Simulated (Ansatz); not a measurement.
KBr (zincblende) was relaxed with 5 functionals in the PAW code Ansatz, cell and atoms free, the symmetry of the start kept (meshes: PBE 6×6×6, r2SCAN 6×6×6, PBEsol 6×6×6, LDA 6×6×6, HSE06 4×4×4). Computed, not measured; no magnetism was allowed, and whether the structure is a known phase isn't checked.

The PBE result:
```cif
data_structure
_symmetry_space_group_name_H-M 'P 1'
_symmetry_Int_Tables_number 1
_cell_length_a 5.2632
_cell_length_b 5.2632
_cell_length_c 5.2632
_cell_angle_alpha 60.000
_cell_angle_beta 60.000
_cell_angle_gamma 60.000
_cell_volume 103.09
loop_
_atom_site_label
_atom_site_type_symbol
_atom_site_fract_x
_atom_site_fract_y
_atom_site_fract_z
_atom_site_occupancy
K1 K 0.00000 0.00000 0.00000 1
Br1 Br 0.25000 0.25000 0.25000 1
```

The symmetry is F-43m (No. 216, cubic); a = 7.443 Å in the conventional setting, 51.55 Å³ an atom. K has 4 Br at 3.22 Å; Br has 4 K at 3.22 Å.

Question: Order the functionals by the relaxed volume, smallest first.
A. PBEsol
B. HSE06
C. LDA
D. PBE
E. r2SCAN

Answer: C (45.19 Å³/atom), A (48.69 Å³/atom), E (50.17 Å³/atom), B (50.90 Å³/atom), D (51.55 Å³/atom).

Question: What lattice does PBEsol give?

Answer: a = 7.303 Å; the volume differs by -5.5 % from PBE's. K has 4 Br at 3.16 Å; Br has 4 K at 3.16 Å.

Question: What lattice does LDA give?

Answer: a = 7.124 Å; the volume differs by -12.3 % from PBE's. Around K lie 4 Br at 3.08 Å; around Br lie 4 K at 3.08 Å.

Question: Held at the r2SCAN cell, what mean stress does LDA find, and does its sign point to its own minimum?

Answer: Yes. LDA -1.02 GPa, and its relaxed volume is -9.9 % from r2SCAN's. Compression counts positive, so a positive stress asks for a larger cell.
